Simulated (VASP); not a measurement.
# GeSe (Pnma) in VASP: further runs, part 2 of 2

VASP 6.6.1. Earlier steps stand in the parts before.

### Step 4. Relaxation of cell and atoms, PBE

INCAR

```
  PREC = Accurate
  ENCUT = 600
  EDIFF = 1E-6
  ISMEAR = 0
  SIGMA = 0.03
  LREAL = F
  LASPH = T
  NELM = 80
  ALGO = Normal
  ISIF = 3
  LWAVE = F
  LCHARG = F
  GGA = PE
  IBRION = 2
  NSW = 90
  EDIFFG = -0.01
  KPAR = 2
```

KPOINTS

```
Automatic mesh
0
Gamma
  4 8 6
```

POSCAR

```
GeSe
1.0
   10.7900000000      0.0000000000      0.0000000000
    0.0000000000      3.8200000000      0.0000000000
    0.0000000000      0.0000000000      4.3800000000
Ge Se
4 4
Direct
    0.1210000000      0.7500000000      0.8940000000
    0.6210000000      0.7500000000      0.6060000000
    0.3790000000      0.2500000000      0.3940000000
    0.8790000000      0.2500000000      0.1060000000
    0.8520000000      0.7500000000      0.4970000000
    0.3520000000      0.7500000000      0.0030000000
    0.6480000000      0.2500000000      0.9970000000
    0.1480000000      0.2500000000      0.5030000000
```

Potentials or basis: VASP PAW PBE potentials, release 64 (Ge_d, Se).

Launch:

```sh
$ cat potpaw_PBE.64/Ge_d/POTCAR potpaw_PBE.64/Se/POTCAR > POTCAR
$ mpirun -np 2 vasp_std > vasp.out
```

OUTCAR:

```text
PREC = Accurate
   ENCUT = 600
   EDIFF = 1E-6
   ISMEAR = 0
   LREAL = F
   LASPH = T
   NELM = 80
   ISIF = 3
   GGA = PE
   IBRION = 2
   NSW = 90
   EDIFFG = -0.01

 ion  position               nearest neighbor table
   1  0.121  0.750  0.894-   6 2.54   8 2.58   8 2.58
   2  0.621  0.750  0.606-   5 2.54   7 2.58   7 2.58
   3  0.379  0.250  0.394-   8 2.54   6 2.58   6 2.58
   4  0.879  0.250  0.106-   7 2.54   5 2.58   5 2.58
   5  0.852  0.750  0.497-   2 2.54   4 2.58   4 2.58
   6  0.352  0.750  0.003-   1 2.54   3 2.58   3 2.58
   7  0.648  0.250  0.997-   4 2.54   2 2.58   2 2.58
   8  0.148  0.250  0.503-   3 2.54   1 2.58   1 2.58

  LATTYP: Found a simple orthorhombic cell.
 ALAT       =     3.8200000000
 B/A-ratio  =     1.1465968586
 C/A-ratio  =     2.8246073298

[... 1550 lines left out ...]
  free  energy   TOTEN  =       -33.8471274264 eV

  energy  without entropy=      -33.8471274264  energy(sigma->0) =      -33.84712743

[... ionic steps 4 to 27 ...]

--------------------------------------- Ionic step       28  -------------------------------------------

 number of electron      80.0000052 magnetization

------------------------ aborting loop because EDIFF is reached ----------------------------------------
[... 79 lines left out ...]
--------------------------------------- Ionic step       30  -------------------------------------------

 number of electron      80.0000055 magnetization

 Free energy of the ion-electron system (eV)
  ---------------------------------------------------
  ext. energy  EPLUGINS =         0.00000000
  ---------------------------------------------------
  free energy    TOTEN  =       -33.87823895 eV

  energy without entropy =      -33.87823895  energy(sigma->0) =      -33.87823895

 E-fermi :   3.8377     XC(G=0):  -9.6086

 val. band max:        3.6957645222   @ k =   0.0000   0.0000   0.3333
 cond. band min:       4.5345156198   @ k =   0.0000   0.0000   0.0000
 fundamental gap:      0.8387510975
 Fermi energy:         3.8377383753

 k-point     1 :       0.0000    0.0000    0.0000
  band No.  band energies     occupation
      1     -20.8021      2.00000
      2     -20.8009      2.00000
      3     -20.7998      2.00000
      4     -20.7991      2.00000
      5     -20.7984      2.00000
      6     -20.7982      2.00000
[... 1250 lines left out ...]
  FREE ENERGIE OF THE ION-ELECTRON SYSTEM (eV)
  ---------------------------------------------------
  free  energy   TOTEN  =       -33.8782389519 eV

  energy  without entropy=      -33.8782389519  energy(sigma->0) =      -33.87823895

 reached required accuracy - stopping structural energy minimisation
```

OSZICAR:

```text
N       E                     dE             d eps       ncg     rms          rms(c)
DAV:   1     0.989219645581E+03    0.98922E+03   -0.39275E+04  7400   0.389E+03
DAV:   2     0.166499309505E+03   -0.82272E+03   -0.78991E+03  5768   0.111E+03
[... 233 lines left out ...]
  29 F= -.33878168E+02 E0= -.33878168E+02  d E =-.259602E-03
       N       E                     dE             d eps       ncg     rms          rms(c)
DAV:   1    -0.338783268353E+02   -0.15862E-03   -0.26294E-02  7648   0.887E-01    0.678E-02
DAV:   2    -0.338782862617E+02    0.40574E-04   -0.62224E-04  8216   0.260E-01    0.407E-02
DAV:   3    -0.338782387450E+02    0.47517E-04   -0.82224E-05  7848   0.970E-02    0.102E-02
DAV:   4    -0.338782394308E+02   -0.68583E-06   -0.38634E-05  6392   0.530E-02    0.428E-03
DAV:   5    -0.338782389519E+02    0.47892E-06   -0.23734E-06  4008   0.172E-02
  30 F= -.33878239E+02 E0= -.33878239E+02  d E =-.707363E-04
```

Run time: 47 min. Hardware: 2 MPI ranks of AMD EPYC 9R45 (Zen 5), shared host; peak memory 0.64 GiB.

Results:

```yaml
Free_energy: -33.8782 eV
Relaxed_volume: 24.51 Å³/atom
Relaxed_cell: a = 11.181 Å, b = 3.889 Å, c = 4.509 Å, α = 90.00°, β = 90.00°, γ = 90.00°
Space_group_after_relaxing_to_0.05_Å: Pnma (No. 62)
Energy_gained_by_relaxing: 15.9 meV/atom
Ionic_steps: 30
Pressure_after_relaxing: 0.0 GPa
Largest_force_after_relaxing: 0.009 eV/Å
Band_gap_on_the_k_mesh: 0.84 eV, indirect (least direct gap 0.94 eV)
```

Forces on the atoms (eV/Å):
```
Ge   0.006  0.000 -0.007
Ge   0.006  0.000  0.007
Ge  -0.006  0.000 -0.007
Ge  -0.006  0.000  0.007
Se   0.002  0.000 -0.001
Se   0.002  0.000  0.001
Se  -0.002  0.000 -0.001
Se  -0.002  0.000  0.001
```

Step by step:
```csv
step,energy change (eV),largest force (eV/Å),pressure (GPa),volume (Å³)
1,0.0000,0.2660,3.26,180.53
2,-0.0827,0.3201,-0.96,192.80
3,-0.0960,0.1890,0.11,189.32
4,-0.1042,0.1494,0.13,190.16
5,-0.1140,0.0645,0.12,192.70
6,-0.1183,0.0455,-0.02,194.06
7,-0.1204,0.0409,-0.20,195.93
8,-0.1238,0.0184,-0.10,196.10
9,-0.1256,0.0269,0.06,196.28
10,-0.1257,0.0318,0.14,196.34
11,-0.1260,0.0151,-0.02,197.06
12,-0.1260,0.0160,0.01,196.93
13,-0.1260,0.0154,-0.06,197.00
14,-0.1260,0.0156,0.00,196.96
15,-0.1260,0.0155,-0.04,196.97
16,-0.1261,0.0155,0.04,196.79
17,-0.1261,0.0156,0.01,196.79
18,-0.1262,0.0127,0.00,196.79
19,-0.1263,0.0142,-0.03,196.79
20,-0.1263,0.0320,-0.10,196.78
21,-0.1264,0.0258,-0.07,196.78
22,-0.1264,0.0249,-0.04,196.76
23,-0.1264,0.0245,-0.05,196.70
24,-0.1265,0.0233,-0.02,196.58
25,-0.1267,0.0209,-0.01,196.34
26,-0.1268,0.0161,0.04,195.85
27,-0.1269,0.0153,0.05,195.88
28,-0.1270,0.0132,0.02,195.98
29,-0.1270,0.0126,0.01,196.02
30,-0.1271,0.0092,0.03,196.07
```

Final structure:
```xyz
8
Lattice="11.1811 0.0000 0.0000 0.0000 3.8893 0.0000 0.0000 0.0000 4.5087" Properties=species:S:1:pos:R:3 pbc="T T T"
Ge    1.4118    2.9170    3.9816
Ge    7.0023    2.9170    2.7814
Ge    4.1788    0.9723    1.7273
Ge    9.7693    0.9723    0.5271
Se    9.5345    2.9170    2.2507
Se    3.9440    2.9170    0.0036
Se    7.2371    0.9723    4.5050
Se    1.6465    0.9723    2.2580
```

Levels at points of the mesh, in eV from the valence-band top:
```tsv
k point	band 36	band 37	band 38	band 39	band 40	band 41	band 42	band 43	band 44	band 45
(0.00, 0.00, 0.00)	-1.73	-1.32	-1.01	-0.72	-0.10	0.84	2.66	2.66	2.67	3.03
(0.50, 0.00, 0.00)	-1.85	-1.56	-1.56	-0.36	-0.36	2.31	2.31	2.45	2.45	3.35
(0.00, 0.50, 0.00)	-1.86	-1.37	-1.37	-1.14	-1.14	1.14	1.14	1.36	1.36	1.99
(0.50, 0.50, 0.00)	-2.16	-1.44	-1.44	-1.44	-1.44	1.53	1.53	1.53	1.53	2.20
(0.00, 0.00, 0.50)	-1.41	-0.89	-0.89	-0.37	-0.37	1.33	1.33	1.98	1.98	2.41
(0.50, 0.00, 0.50)	-1.81	-0.56	-0.56	-0.48	-0.48	1.37	1.37	1.93	1.93	2.47
(0.00, 0.50, 0.50)	-3.23	-1.96	-1.96	-1.36	-1.36	2.87	2.87	3.23	3.23	4.80
(0.50, 0.50, 0.50)	-3.72	-1.38	-1.38	-1.38	-1.38	2.67	2.67	2.67	2.67	4.74
```
